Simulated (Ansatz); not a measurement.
**ZnO: the gap under strain**

ZnO, P6_3mc, a = 3.231 Å, c = 5.214 Å. Ansatz: PBEsol, PAW, 420 eV, Γ-centred 9×9×6 mesh on 4 atoms, Gaussian smearing 0.02 eV; no spin polarisation. Series: biaxial strain in the a-b plane, c and atoms relaxed; x is the strain in per cent. The gap is sought over the whole zone.

```tsv
x (%)	gap y (eV)
-6.0	?
-4.0	0.633
-2.0	0.672
0.0	0.704
2.0	0.723
4.0	0.731
6.0	0.748
```

Question: Fit y = E0 + c1 x + c2 x² to the other rows, give the deformation potential for this strain, and predict the missing gap.

Answer: Least squares on the rows shown. y = 0.7006 + 0.01285 x − 0.0009196 x². The deformation potential is 100 c1 = 1.29 eV per unit strain. With a term in x³ added, the coefficient of x becomes 0.01114, 13 % less, which shows how far this figure hangs on the form. At x = -6.0 the fit asked for gives 0.590 eV. The run gave 0.588 eV, so the fit is 0.002 eV too high, within the rms miss on the fitted rows (0.003 eV).

Semilocal functionals give gaps under the measured ones; where shallow d states of Zn, Cd, Cu or Ag mix into an O valence top, changes of the gap are off too.